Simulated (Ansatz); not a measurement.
The same path of a periodic cell of 23 atoms, Ca8F15 (host CaF2, host structure Fm-3m, one F atom removed), cell charge -1 was run twice with different band settings. Lost on the way: F8–Ca10, F8–Ca19. Made: Ca4–F8, F8–Ca13.

Computed with DFT LDA, scalar-relativistic, plane waves, PAW in Ansatz 0.2.0. Settings: PAW set soft_1, cutoff 420 eV, k mesh 2x2x2, gaussian smearing 0.02 eV, no spin polarisation.

Relaxed end points:

```xyz
23
Lattice="0.0000 5.2812 5.2812 5.2812 0.0000 5.2812 5.2812 5.2812 0.0000" Properties=species:S:1:pos:R:3
Ca -0.032 -0.026 -0.029
F 1.317 1.324 1.321
F 3.958 3.964 3.961
Ca 2.668 2.673 -0.029
F 3.959 3.965 1.389
F 6.600 6.605 3.967
Ca 2.668 -0.026 2.670
F 3.959 1.391 3.961
F 6.600 3.970 6.601
Ca 5.283 2.641 2.637
F 6.531 3.964 3.961
F 9.234 6.606 6.601
Ca -0.032 2.673 2.670
F 1.385 3.964 3.961
F 3.963 6.605 6.601
Ca 2.635 5.288 2.637
F 3.959 6.537 3.961
F 6.600 9.240 6.602
Ca 2.635 2.641 5.285
F 3.959 3.965 6.534
F 6.600 6.605 9.237
Ca 5.282 5.288 5.285
F 6.599 6.605 6.602
```

```xyz
23
Lattice="0.0000 5.2812 5.2812 5.2812 0.0000 5.2812 5.2812 5.2812 0.0000" Properties=species:S:1:pos:R:3
Ca -0.030 0.030 -0.030
F 1.320 1.325 1.320
F 3.961 4.025 3.961
Ca 2.636 2.645 0.004
F 3.956 3.961 1.320
F 6.537 6.601 3.961
Ca 2.671 0.030 2.671
F 3.961 -1.385 3.961
F 6.601 3.961 6.601
Ca 5.251 2.611 2.671
F 6.601 3.961 3.966
F 9.242 6.601 6.666
Ca 0.004 2.645 2.636
F 1.320 3.961 3.956
F 3.961 6.601 6.537
Ca 2.636 5.277 2.636
F 3.961 6.601 3.961
F 6.601 9.242 6.601
Ca 2.671 2.611 5.251
F 3.966 3.961 6.601
F 6.666 6.601 9.242
Ca 5.286 5.277 5.286
F 6.601 6.597 6.601
```

Common settings: climbing image yes; spring 5.0 eV/Å²; end points relaxed.

| run | movable images | optimiser | start path | force threshold | iteration limit | largest step |
| --- | --- | --- | --- | --- | --- | --- |
| 1 | 7 | quadratic models (default) | IDPP | 0.03 eV/Å | 47 | default |
| 2 | 3 | fire | default | 0.05 eV/Å | 50 | 1.0 Å |

(1) What does each run give, and how far can it be trusted?

Answers

(1) Run 1: converged after 10 iterations, highest image 1.181 eV above the first end. By the program's own check the climbing image is a first-order saddle point (lowest curvatures found: -0.34 and 1.46 eV/Å²).
Run 2: converged after 25 iterations, highest image 1.958 eV above the first end. The order of the stationary point at the top wasn't checked. Another band between the same ends, with other settings, climbed to 1.18 eV only, so this may not be the lowest route.
Limits of this set-up: PAW files made for another functional, charged cell in a uniform background, uncorrected.
